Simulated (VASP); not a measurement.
BAs:

```xyz
2
Lattice="0.0000 2.3885 2.3885 2.3885 0.0000 2.3885 2.3885 2.3885 0.0000" Properties=species:S:1:pos:R:3 pbc="T T T"
As    3.5827    3.5827    3.5827
B     0.0000    0.0000    0.0000
```

Program: VASP 6.6.1. Alike in all runs: task band structure; potentials or basis VASP PAW PBE potentials, release 64 (As, B); no spin polarisation; cell as given; k mesh 5 × 5 × 5; cutoff (eV) 520; smearing fermi-dirac 0.05 eV; the mesh is coarse, so values aren't converged.

Problem. Order these runs on this cell by their band gap on the k mesh, lowest first.
A. level r2SCAN0
B. level PBEsol0
C. level PBE-EpsX; share of exact exchange 0.1013
D. level r2SCAN-EpsX; share of exact exchange 0.1013

Solution. C (1.73 eV), D (1.89 eV), B (2.51 eV), A (2.67 eV).

Caveats: all runs use coarse meshes; an unscreened hybrid on a path of extra k points without a Coulomb cutoff has errors near the mesh points, so the bands along the path aren't reliable; an odd mesh through Γ misses points on the zone boundary, where band edges often lie.

Runs at the PBE level aren't shown here.
